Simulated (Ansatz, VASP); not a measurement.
## Two plane-wave programs on AlN

File POSCAR:

```
AlN
1.0
    0.0000000000      2.1193536074      2.1849006262
    2.1193536074      0.0000000000      2.1849006262
    2.1193536074      2.1193536074      0.0000000000
Al N
1 1
Direct
    0.0000000000      0.0000000000      0.0000000000
    0.7500000000      0.7500000000      0.7500000000
```

File INCAR.step1:

```
SYSTEM = AlN
PREC = Accurate
ENCUT = 520
ISMEAR = 0
SIGMA = 0.05
LREAL = .False.
LASPH = .True.
NELM = 60
NBANDS = 11
GGA = PE
ALGO = Normal
EDIFF = 1E-4
LWAVE = .True.
LCHARG = .False.
```

The input INCAR.step2:

```
SYSTEM = AlN
PREC = Accurate
ENCUT = 520
EDIFF = 1E-7
ISMEAR = 0
SIGMA = 0.05
LREAL = .False.
LASPH = .True.
NELM = 60
ALGO = Normal
ISIF = 2
LWAVE = .False.
LCHARG = .False.
METAGGA = R2SCAN
LMIXTAU = .True.
NBANDS = 11
ISTART = 1
```

KPOINTS

```
regular mesh
0
Gamma
  10 10 10
  0 0 0
```

Input for Ansatz:

```yaml
crystal:
  lattice:
    - [0.0, 2.1193536074, 2.1849006262]
    - [2.1193536074, 0.0, 2.1849006262]
    - [2.1193536074, 2.1193536074, 0.0]
  atoms:
    - { symbol: Al, position: [0.0, 0.0, 0.0] }
    - { symbol: "N", position: [0.75, 0.75, 0.75] }
basis:
  ecutwfc: 500
kpoints:
  mp_grid: { grid: [10, 10, 10] }
hamiltonian:
  xc: r2scan
scf:
  occupations: { method: gaussian, width: 0.05 }
output:
  forces: true
  stress: true
  eigenvalues: true
```

Change from the starting cell: strain -0.030 along x and y, +0.000 along z, atoms carried along.

Alike in both runs: task single point; functional r2SCAN; k mesh 10 × 10 × 10; occupations gaussian, width 0.05 eV; no spin polarisation.

```csv
,VASP,Ansatz
version,VASP 6.6.1,Ansatz 0.2.0
potentials or method,"VASP PAW PBE potentials, release 64 (Al, N)","scalar-relativistic, plane waves, PAW"
plane-wave cutoff (eV),520,500
valence electrons in the cell,8,8
```

```csv
,VASP,Ansatz,Ansatz less VASP
gap on the k mesh at the Fermi level (eV),3.87,3.88,+0.010
least direct gap on the mesh (eV),5.41,5.37,-0.043
pressure (GPa),14.0,14.3,+0.34
largest component of the traceless stress (GPa),3.15,3.15,-0.001
```

Caveats: the PAW data sets were made with another functional, which shifts forces and pressure a little (VASP). A k mesh can miss the band edges.
